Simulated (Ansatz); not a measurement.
Cu: the change of pressure with volume scale

Periodic Kohn-Sham DFT of a crystal at fixed atoms, scaled to volume_scale times the given cell; pressure positive in compression, energy less spherical unpolarised free atoms, largest_vzz the field gradient of largest size among the nuclei. The results are calculated, by Ansatz 0.2.0.

The cell before it is scaled or strained (space group Im-3m, No. 229):
```
cell vectors (Å)
  -1.4426     1.4426     1.4426
   1.4426    -1.4426     1.4426
   1.4426     1.4426    -1.4426
atoms (fractions of the cell vectors)
Cu  0.00000  0.00000  0.00000
```

Settings of every row: method frozen-core PAW; functional PBE; relativity scalar; k mesh 16x16x16; filling fermi-dirac; smearing width 0.08 eV; wave cutoff 420 eV; paw set soft_2.

Atom start moment: 0 on all atoms.

Limits: the cell comes from a prototype or a list of computed structures and needn't be the stable phase.

```
row  volume scale  V (Å³/atom)  pressure (GPa)
  1        0.9405       11.294           9.874
  2          0.98       11.769           2.899
  3             1       12.009               ?
  4          1.02       12.249          -2.645
  5          1.06       12.729          -6.982
```

Question: what pressure should row 3 give?

Worked fit of pressure. Take u = (V_r/V)^(2/3) − 1 with V_r = 12.009 Å³ an atom, which is twice the finite (Eulerian) strain; such expansions in the strain, on which the Birch-Murnaghan equation of state is built, carry the rest volume and the bulk modulus. The shown rows have u = 0.04177, 0.01355, -0.01311, -0.03807. Least squares give pressure = −0.0419 + 208.475 × u + 690.39 × u² GPa; a straight line predicts inner rows, each left out in turn, worse (root mean square 0.7 against 0.025 GPa). The rows lie off it by 0.003, -0.011, 0.011, -0.004 (root mean square 0.0082 GPa). The pressure vanishes at u = 0.0002, or V = 12.01 Å³ an atom, and there the bulk modulus at fixed shape and fractions is B = −V dP/dV = (2/3)(1 + u) dP/du = 139 GPa. The withheld row has u = 0, so the fit gives −0.0419 + 208.475 × (0) + 690.39 × (0)² = -0.042 GPa.

The calculation gave -0.042 GPa. The fit meets it to the printed digit.
